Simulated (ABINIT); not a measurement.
# Pt (Fm-3m) in ABINIT: a series of runs, part 2 of 2

ABINIT 10.8.3 (patched build). The steps go on from the part before.

## (4) Band structure, SOGGA

Input file run.abi:

```
ndtset 2

pp_dirpath "./"
pseudos "Pt.GGA_PBE-JTH.xml"

acell 3*1.0 Angstrom
rprim
     0.0000000000     1.9609000000     1.9609000000
     1.9609000000     0.0000000000     1.9609000000
     1.9609000000     1.9609000000     0.0000000000
ntypat 1
znucl 78
natom 1
typat 1
xcart
     0.0000000000     0.0000000000     0.0000000000 Angstrom

ecut 20.0
pawecutdg 40.0

ixc -150130

occopt 3
tsmear 0.05 eV

nstep 100

iomode 3
prtwf 0
prteig 0
prtebands 0
prtden1 1
prtvha1 1
prtvclmb1 1
prtpot1 1

kptopt1 1
ngkpt1 12 12 12
nshiftk1 1
shiftk1 0.0 0.0 0.0
nband1 9
tolvrs1 1.0e-9

iscf2 -2
getden2 1
nband2 13
nbdbuf2 2
tolwfr2 1.0e-12
kptopt2 -9
ndivsm2 5
prteig2 1
prtvol2 -3
kptbounds2
     0.0000000000     0.0000000000     0.0000000000
     0.5000000000     0.0000000000     0.5000000000
     0.5000000000     0.2500000000     0.7500000000
     0.3750000000     0.3750000000     0.7500000000
     0.0000000000     0.0000000000     0.0000000000
     0.5000000000     0.5000000000     0.5000000000
     0.6250000000     0.2500000000     0.6250000000
     0.5000000000     0.2500000000     0.7500000000
     0.5000000000     0.5000000000     0.5000000000
     0.3750000000     0.3750000000     0.7500000000
```

Potentials or basis: JTH PAW PBE v2.0.

Command:

```
$ abinit run.abi > log 2>&1
```

run.abo:

```text
.Version 10.8.3 of ABINIT
 DATASET    1 : space group Fm -3 m (#225); Bravais cF (face-center cubic)
================================================================================
 Values of the parameters that define the memory need for DATASET  1.
     intxc =       0    ionmov =       0      iscf =      17    lmnmax =      18
     lnmax =       6     mgfft =      24  mpssoang =       3    mqgrid =    3001
     natom =       1  nloc_mem =       2    nspden =       1   nspinor =       1
    nsppol =       1      nsym =      48    n1xccc =       1    ntypat =       1
    occopt =       3   xclevel =       2
       mpw =         448          nfft =       13824          nkpt =          72
 PAW method is used; the additional fine FFT grid is defined by:
   mgfftf=        30    nfftf =     27000
================================================================================
================================================================================

 DATASET    2 : space group Fm -3 m (#225); Bravais cF (face-center cubic)
================================================================================
 Values of the parameters that define the memory need for DATASET  2.
     intxc =       0    ionmov =       0      iscf =      -2    lmnmax =      18
     lnmax =       6     mgfft =      24  mpssoang =       3    mqgrid =    3001
     natom =       1  nloc_mem =       2    nspden =       1   nspinor =       1
    nsppol =       1      nsym =      48    n1xccc =       1    ntypat =       1
    occopt =       3   xclevel =       2
       mpw =         448          nfft =       13824          nkpt =          87
 PAW method is used; the additional fine FFT grid is defined by:
   mgfftf=        30    nfftf =     27000
================================================================================
================================================================================

--------------------------------------------------------------------------------
------------- Echo of variables that govern the present computation ------------
--------------------------------------------------------------------------------
 -outvars: echo values of preprocessed input variables --------
            acell      1.8897261259E+00  1.8897261259E+00  1.8897261259E+00 Bohr
              amu      1.95080000E+02
             ecut      2.00000000E+01 Hartree
           getden1          0
           getden2          1
             iscf1         17
             iscf2         -2
              ixc     -150130
           jdtset        1    2
           kptopt1          1
           kptopt2         -9
         kptrlatt       12    0    0      0   12    0      0    0   12
          kptrlen1     6.28855057E+01
          kptrlen2     3.00000000E+01
            natom           1
            nband1          9
            nband2         13
           nbdbuf1          0
           nbdbuf2          2
           ndtset           2
           ndivsm1          0
           ndivsm2          5
            ngfft          24      24      24
          ngfftdg          30      30      30
             nkpt1         72
             nkpt2         87
            nstep         100
             nsym          48
           ntypat           1
           occopt           3
        pawecutdg      4.00000000E+01 Hartree
         pawxcdev           0
        prtebands           0
           prteig1          0
           prteig2          1
           prtpot1          1
[... 269 lines left out ...]
  1.4999E+00
 Non-SCF case, kpt    2 (  0.03571  0.00000  0.03571), residuals and eigenvalues=
  7.08E-13  4.48E-13  5.18E-13  2.34E-13  2.52E-13  9.28E-13  3.30E-13  9.70E-13
  3.02E-13  8.34E-13  9.55E-13  5.96E-06  1.58E-04
 -4.1065E-02  1.9605E-01  1.9906E-01  1.9906E-01  2.7616E-01  2.7873E-01
  9.0442E-01  1.0721E+00  1.0829E+00  1.0829E+00  1.2667E+00  1.4743E+00
[... 497 lines left out ...]
  5.7052E-01  7.5934E-01  9.3266E-01  1.0409E+00  1.3745E+00  1.3929E+00
  1.4151E+00
 Non-SCF case, kpt   86 (  0.38889  0.38889  0.72222), residuals and eigenvalues=
  3.89E-13  3.67E-13  4.45E-13  4.45E-13  5.62E-13  9.05E-13  6.42E-13  4.76E-13
  7.57E-13  6.52E-13  7.86E-13  6.68E-13  6.28E-13
  1.1050E-01  1.4236E-01  2.1817E-01  2.7928E-01  3.2817E-01  5.3358E-01
  5.8886E-01  7.1848E-01  9.0518E-01  1.0612E+00  1.3659E+00  1.3996E+00
  1.4042E+00
 Non-SCF case, kpt   87 (  0.37500  0.37500  0.75000), residuals and eigenvalues=
  4.27E-13  5.31E-13  4.95E-13  7.51E-13  2.72E-13  9.27E-13  2.19E-13  4.12E-13
  6.49E-13  5.30E-13  1.00E-12  8.54E-13  9.56E-13
  1.0541E-01  1.3407E-01  2.3060E-01  2.8947E-01  3.3152E-01  5.4880E-01
  5.8163E-01  7.0564E-01  8.8017E-01  1.0757E+00  1.3312E+00  1.4063E+00
  1.4292E+00

--- !ResultsGS
iteration_state: {dtset: 2, }
comment   : Summary of ground state results
lattice_vectors:
- [  0.0000000,   3.7055640,   3.7055640, ]
- [  3.7055640,   0.0000000,   3.7055640, ]
- [  3.7055640,   3.7055640,   0.0000000, ]
lattice_lengths: [   5.24046,    5.24046,    5.24046, ]
lattice_angles: [ 60.000,  60.000,  60.000, ] # degrees, (23, 13, 12)
lattice_volume:   1.0176371E+02
convergence: {deltae:  0.000E+00, res2:  0.000E+00, residm:  9.996E-13, diffor:  0.000E+00, }
etotal    :  -2.70344949E+01
entropy   :   0.00000000E+00
fermie    :   3.38320955E-01
cartesian_stress_tensor: null
pressure_GPa: null
xred      :
- [  0.0000E+00,   0.0000E+00,   0.0000E+00, Pt]
cartesian_forces: null
force_length_stats: {min: null, max: null, mean: null, }
...

 Integrated electronic density in atomic spheres:
 ------------------------------------------------
 Atom  Sphere_radius  Integrated_density
    1        2.51622          8.62722811

================================================================================

 ----iterations are completed or convergence reached----

 Mean square residual over all n,k,spin=   62.854E-14; max=  99.964E-14
 reduced coordinates (array xred) for    1 atoms
       0.000000000000      0.000000000000      0.000000000000

 cartesian coordinates (angstrom) at end:
    1      0.00000000000000     0.00000000000000     0.00000000000000
 length scales=  1.889726125908  1.889726125908  1.889726125908 bohr
              =  1.000000000000  1.000000000000  1.000000000000 angstroms
 Eigenvalues (hartree) for nkpt=  87  k points:
 kpt#   1, nband= 13, wtk=  1.00000, kpt=  0.0000  0.0000  0.0000 (reduced coord)
  -0.04359    0.19775    0.19775    0.19775    0.27805    0.27805    0.90053    1.08289
   1.08289    1.08289    1.24782    1.49981    1.49991
 kpt#   2, nband= 13, wtk=  1.00000, kpt=  0.0357  0.0000  0.0357 (reduced coord)
  -0.04106    0.19605    0.19906    0.19906    0.27616    0.27873    0.90442    1.07213
   1.08289    1.08289    1.26669    1.47426    1.49865
 kpt#   3, nband= 13, wtk=  1.00000, kpt=  0.0714  0.0000  0.0714 (reduced coord)
  -0.03356    0.19110    0.20299    0.20299    0.27067    0.28074    0.91585    1.04978
   1.08206    1.08206    1.31283    1.42965    1.42981
 kpt#   4, nband= 13, wtk=  1.00000, kpt=  0.1071  0.0000  0.1071 (reduced coord)
  -0.02133    0.18339    0.20950    0.20950    0.26216    0.28401    0.93411    1.02758
   1.07784    1.07784    1.37026    1.38838    1.38846
 kpt#   5, nband= 13, wtk=  1.00000, kpt=  0.1429  0.0000  0.1429 (reduced coord)
  -0.00483    0.17358    0.21850    0.21850    0.25159    0.28842    0.95814    1.01013
   1.06621    1.06621    1.34552    1.35918    1.35918
 kpt#   6, nband= 13, wtk=  1.00000, kpt=  0.1786  0.0000  0.1786 (reduced coord)
   0.01509    0.16242    0.22988    0.22988    0.24046    0.29380    0.98656    0.99858
[... 230 lines left out ...]
   0.10640    0.16432    0.21399    0.23481    0.33152    0.48613    0.54211    0.85648
   0.98678    0.99251    1.36054    1.38008    1.49726
 kpt#  84, nband= 13, wtk=  1.00000, kpt=  0.4167  0.4167  0.6667 (reduced coord)
   0.11379    0.15732    0.20578    0.24980    0.32931    0.51063    0.55011    0.80859
   0.96049    1.01649    1.36468    1.38625    1.45500
 kpt#  85, nband= 13, wtk=  1.00000, kpt=  0.4028  0.4028  0.6944 (reduced coord)
   0.11441    0.15047    0.20788    0.26524    0.32786    0.52333    0.57052    0.75934
   0.93266    1.04085    1.37451    1.39293    1.41505
 kpt#  86, nband= 13, wtk=  1.00000, kpt=  0.3889  0.3889  0.7222 (reduced coord)
   0.11050    0.14236    0.21817    0.27928    0.32817    0.53358    0.58886    0.71848
   0.90518    1.06125    1.36593    1.39963    1.40422
 kpt#  87, nband= 13, wtk=  1.00000, kpt=  0.3750  0.3750  0.7500 (reduced coord)
   0.10541    0.13407    0.23060    0.28947    0.33152    0.54880    0.58163    0.70564
   0.88017    1.07573    1.33123    1.40625    1.42917

== END DATASET(S) ==============================================================
================================================================================

 -outvars: echo values of variables after computation  --------
            acell      1.8897261259E+00  1.8897261259E+00  1.8897261259E+00 Bohr
           etotal1    -2.7034494874E+01
            fcart1    -0.0000000000E+00 -0.0000000000E+00 -0.0000000000E+00
            rprim      0.0000000000E+00  1.9609000000E+00  1.9609000000E+00
                       1.9609000000E+00  0.0000000000E+00  1.9609000000E+00
                       1.9609000000E+00  1.9609000000E+00  0.0000000000E+00
           strten1     9.7417663448E-05  9.7417663448E-05  9.7417663448E-05
                       0.0000000000E+00  0.0000000000E+00  0.0000000000E+00
 Calculation completed.
```

Run time: 43 s. Hardware: 1 thread of Arm Neoverse V1, shared host; peak memory 0.1 GiB.

Results:

* Free energy: -735.6461 eV
* Pressure: -2.9 GPa
* Band gap on the k mesh: none (metal or under the smearing width)
* Valence electrons inside the program's atomic spheres: Pt 8.63 (radii [1.3315] Å)

Levels at the corners of the path, in eV from the Fermi level:
```
point  band 3  band 4  band 5  band 6  band 7  band 8
    Γ   -3.83   -3.83   -1.64   -1.64   15.30   20.26
    X    0.00    0.48    0.48    1.63    8.81   11.49
    W   -4.62   -2.02    0.48    7.12    8.20    8.20
    K   -2.93   -1.33   -0.18    5.73    6.62   10.00
    Γ   -3.83   -3.83   -1.64   -1.64   15.30   20.26
    L   -3.89   -0.67    0.03    0.03    5.77   14.69
    U   -2.93   -1.33   -0.18    5.73    6.62   10.00
    W   -4.62   -2.02    0.48    7.12    8.20    8.20
    L   -3.89   -0.67    0.03    0.03    5.77   14.69
    K   -2.93   -1.33   -0.18    5.73    6.62   10.00
```

Caveat: the PAW data sets were made with another functional, which shifts forces and pressure a little; spin-orbit coupling is left out, which moves the levels of the heavy elements.

## (5) Equation of state, PBEsol

Input file run.abi:

```
# Datasets: one volume each
ndtset 7
getwfk -1
scalecart1 3*0.9795861087
scalecart2 3*0.9864848297
scalecart3 3*0.9932883884
scalecart4 3*1.0000000000
scalecart5 3*1.0066227096
scalecart6 3*1.0131594038
scalecart7 3*1.0196128224

# Pseudopotentials
pp_dirpath "./"
pseudos "Pt.GGA_PBE-JTH.xml"

# Structure
acell 3*1.0
rprim
     0.0000000000     3.7055639578     3.7055639578
     3.7055639578     0.0000000000     3.7055639578
     3.7055639578     3.7055639578     0.0000000000
ntypat 1
znucl 78
natom 1
typat 1
xred
     0.0000000000     0.0000000000     0.0000000000

# Plane-wave basis
ecut 15.0
pawecutdg 30.0

# k points
kptopt 1
ngkpt 12 12 12
nshiftk 1
shiftk 0.0 0.0 0.0

# Exchange and correlation
ixc -116133

# Bands and occupations
nband 9
occopt 3
tsmear 0.05 eV

# SCF cycle
nstep 100
tolvrs 1.0e-9

# Output
iomode 3
prtwf 1
prtden 0
prteig 0
prtebands 0
enunit 2
```

Command:

```
$ abinit run.abi > log 2>&1
```

It took 69 s on 1 thread of Arm Neoverse V1, shared host; peak memory 0.13 GiB.

Results (log left out):

```
Equilibrium volume                      : 15.13 Å³/atom
Bulk modulus                            : 287 GPa
Pressure derivative of the bulk modulus : 5.6
```

Energy against volume, from the lowest point:
| volume (Å³/atom) | energy (meV/atom) |
| --- | --- |
| 14.175 | 62.76 |
| 14.477 | 28.08 |
| 14.778 | 7.74 |
| 15.080 | 0.00 |
| 15.381 | 3.34 |
| 15.683 | 16.24 |
| 15.985 | 37.75 |

Caveat: pressures at fixed basis lie under the slope of the energies; the PAW data sets were made with another functional, which shifts forces and pressure a little. Zero-point motion and thermal expansion aren't in these numbers.

## (6) Equation of state, BP86+D3

run.abi: that of step 5 with these lines changed.

```diff
@@ -16,7 +16,7 @@
 # Structure
-acell 3*1.0
+acell 5.2404588053 5.2404588053 5.2404588053
 rprim
-     0.0000000000     3.7055639578     3.7055639578
-     3.7055639578     0.0000000000     3.7055639578
-     3.7055639578     3.7055639578     0.0000000000
+     0.0000000000     0.7071067812     0.7071067812
+     0.7071067812     0.0000000000     0.7071067812
+     0.7071067812     0.7071067812     0.0000000000
 ntypat 1
@@ -29,4 +29,4 @@
 # Plane-wave basis
-ecut 15.0
-pawecutdg 30.0
+ecut 20.0
+pawecutdg 40.0
 
@@ -39,3 +39,4 @@
 # Exchange and correlation
-ixc -116133
+ixc -106132
+vdw_xc 6
 
@@ -56,2 +57,2 @@
 prtebands 0
-enunit 2
+enunit 1
```

Potentials or basis: JTH PAW PBE v2.0.

Command:

```
$ abinit run.abi > log 2>&1
```

It took 1.7 min on 1 thread of Arm Neoverse V1, shared host; peak memory 0.14 GiB.

The run converged. Its results:

| Quantity | Value |
| --- | --- |
| Equilibrium volume | 14.68 Å³/atom |
| Bulk modulus | 304 GPa |
| Pressure derivative of the bulk modulus | 5.8 |

Energy against volume, from the lowest point:
```
volume (Å³/atom)  energy (meV/atom)
          14.175              17.36
          14.477               2.17
          14.778               0.00
          15.080               9.03
          15.381              27.88
          15.683              55.30
          15.985              90.00
```

Caveat: pressures at fixed basis lie under the slope of the energies; the PAW data sets were made with another functional, which shifts forces and pressure a little. The run has no spin-orbit coupling, so splittings on Pt are missing.

## (7) The runs side by side

```csv
task,level,potentials or basis,cutoff (eV),dispersion computed by,fine-grid cutoff,gap on the mesh (eV),V0 of scaled cells (Å³/atom),B0 (GPa)
band structure,LDA,PseudoDojo NC SR LDA v0.4.1 standard,1034,-,-,none,-,-
equation of state,RPBE+D3(BJ),JTH PAW PBE v2.0,544,simple-dftd3 1.7.0,1088.46 eV,-,-,-
band structure,SOGGA,JTH PAW PBE v2.0,544,-,1088.46 eV,none,-,-
equation of state,PBEsol,JTH PAW PBE v2.0,408,-,816.342 eV,-,15.13,287
equation of state,BP86+D3,JTH PAW PBE v2.0,544,-,1088.46 eV,-,14.68,304
```

Alike in all rows: no spin polarisation; cell as given; k mesh 12 × 12 × 12; smearing fermi-dirac 0.05 eV.

Caveats: the PAW data sets were made with another functional, which shifts forces and pressure a little (some runs); pressures at fixed basis lie under the slope of the energies (some runs); spin-orbit coupling is left out, which moves the levels of the heavy elements (some runs); the minimum lies outside the volumes run (some runs).

Total energies depend on the potentials used, so only differences within one code and one set of settings carry meaning.
